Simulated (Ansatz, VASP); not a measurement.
**One calculation of Ti, two programs**

Contents of INCAR:

```
ALGO     = Normal         # electronic algorithm
EDIFF    = 1E-8           # SCF threshold, eV
ENCUT    = 520            # plane-wave cutoff, eV
GGA      = PS             # functional
ISIF     = 2              # what is computed and relaxed
ISMEAR   = -1             # smearing method
LASPH    = T              # aspherical terms in the spheres
LCHARG   = F              # write CHGCAR
LEFG     = T            
LREAL    = F              # projectors in reciprocal space
LWAVE    = F              # write WAVECAR
NBANDS   = 12             # bands
NELM     = 80             # most SCF steps
PREC     = Accurate       # precision mode
SIGMA    = 0.08           # smearing width, eV
```

File KPOINTS:

```
k-points
0
Gamma
  17 17 17
```

The input POSCAR:

```
Ti
1.0
   -1.6299862453      1.6299862453      1.6299862453
    1.6299862453     -1.6299862453      1.6299862453
    1.6299862453      1.6299862453     -1.6299862453
Ti
1
Direct
    0.0000000000      0.0000000000      0.0000000000
```

Input for Ansatz:

```yaml
crystal:
  lattice:
    - [-1.6299862453, 1.6299862453, 1.6299862453]
    - [1.6299862453, -1.6299862453, 1.6299862453]
    - [1.6299862453, 1.6299862453, -1.6299862453]
  atoms:
    - { symbol: Ti, position: [0.0, 0.0, 0.0] }
kpoints:
  mp_grid: { grid: [17, 17, 17] }
scf:
  occupations: { method: fermi_dirac, width: 0.08 }
hamiltonian:
  xc: pbesol
  pseudopotentials: { kind: all_electron, datasets: crystal }
output:
  forces: true
  stress: true
  eigenvalues: true
  efg: { contact_densities: true }
```

Change from the starting cell: volume scaled by 0.98, crystal datasets.

Alike in both runs: task electric field gradients; functional PBEsol; k mesh 17 × 17 × 17; occupations fermi-dirac, width 0.08 eV; no spin polarisation.

```csv
,VASP,Ansatz
version,VASP 6.6.1,Ansatz 0.2.0
potentials or method,"VASP PAW PBE potentials, release 64 (Ti_sv)","all-electron PAW with datasets made for the crystal, scalar-relativistic"
plane-wave cutoff (eV),520,see its input
```

```tsv
	VASP	Ansatz	Ansatz less VASP
pressure (GPa)	-4.8	-4.6	+0.20
Vzz of the field gradient on the site that differs most (V/Å²)	0.0	0.0	0.00
```

Ansatz ran all-electron here, so the differences hold the error of VASP's frozen core and of both bases.

Caveats: the PAW data sets were made with another functional, which shifts forces and pressure a little (VASP).
